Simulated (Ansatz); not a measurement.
**A film clamped to a substrate in InAs**

Method: DFT PBEsol, scalar-relativistic, plane waves, PAW in Ansatz 0.2.0. The runs took a 420 eV cutoff, a Γ-centred 18×18×18 mesh and Gaussian smearing (0.15 eV). No spin polarisation. Energies are free energies at this smearing, counted from the undisturbed cell; pressure is positive in compression.

The undisturbed cell (relaxed at this level):

```yaml
crystal:
  lattice:
    - [0.00000, 3.04373, 3.04373]
    - [3.04373, 0.00000, 3.04373]
    - [3.04373, 3.04373, 0.00000]
  atoms:
    - { symbol: In, position: [0.00000, 0.00000, 0.00000] }
    - { symbol: As, position: [0.75000, 0.75000, 0.75000] }
```

The cell (2 atoms, V0 = 56.40 Å³) is strained by p along both x and y and by q along z, fractional coordinates fixed. τp = (1/V0) ∂E/∂p = (σxx + σyy)(1 + p)(1 + q) and τq = (1/V0) ∂E/∂q = σzz(1 + p)², with tension positive.

| p | q | ΔE (meV/atom) | τp (GPa) | τq (GPa) |
| --- | --- | --- | --- | --- |
| 0.000 | 0.000 | 0.00 | 0.03 | 0.02 |
| -0.015 | 0.000 | 4.97 | -3.86 | -1.39 |
| 0.015 | 0.000 | 4.77 | 3.51 | 1.26 |
| 0.000 | -0.015 | 1.53 | -1.35 | -1.18 |
| 0.000 | 0.015 | 1.58 | 1.30 | 1.17 |

Question: Get the second derivatives of the energy density.

Answer: Central differences give A = ∂τp/∂p = 246 GPa (C11 + C22 + 2 C12), C = ∂τq/∂q = 79 GPa (C33) and the cross term B = ∂τq/∂p = 88 GPa (C13 + C23); ∂τp/∂q = 88 GPa must equal B, and any difference shows higher-order terms. The ions are clamped. In a cubic crystal C11 = C = 79, C12 = B/2 = 44 GPa and A should be 2(C11 + C12) = 246 GPa; the bulk modulus is (C11 + 2 C12)/3 = 56 GPa.

Question: A film of this crystal grows with z along the normal on a substrate that imposes p. How does its thickness respond, and what does the misfit cost?

Answer: Count p and q from the stress-free cell. A free surface needs τq = 0, so q = −(B/C) p = -1.12 p. The energy density left is (A − B²/C) p²/2 = M p², with the biaxial modulus M = 73 GPa; a misfit of 1 % costs 1.29 meV/atom, against 2.16 meV/atom if the thickness were held.

In a metal these slopes depend on the k mesh and the smearing.

The film takes up in-plane misfit largely by changing its thickness, and this free relaxation lowers the cost of a 1 % misfit from 2.16 to 1.29 meV/atom. The response of -1.12 p doesn't conserve volume, since that would require twice the in-plane strain with opposite sign. In a tetrahedral sp3 network, bending bond angles is easier than stretching bonds, so the normal strain lets the film trade bond-length changes for angular distortion. Clamping the ions costs nothing here: strain along the cubic axes leaves each atom on a site where symmetry forbids a sublattice shift, unlike the shear that governs C44. The stresses are larger in compression than in tension for both strains, as expected of an anharmonic bond. The energies follow this for p but not for q, where the small residual tension of the reference cell probably reverses the order. The elastic energy alone doesn't set a critical thickness, which also depends on the cost of misfit dislocations.
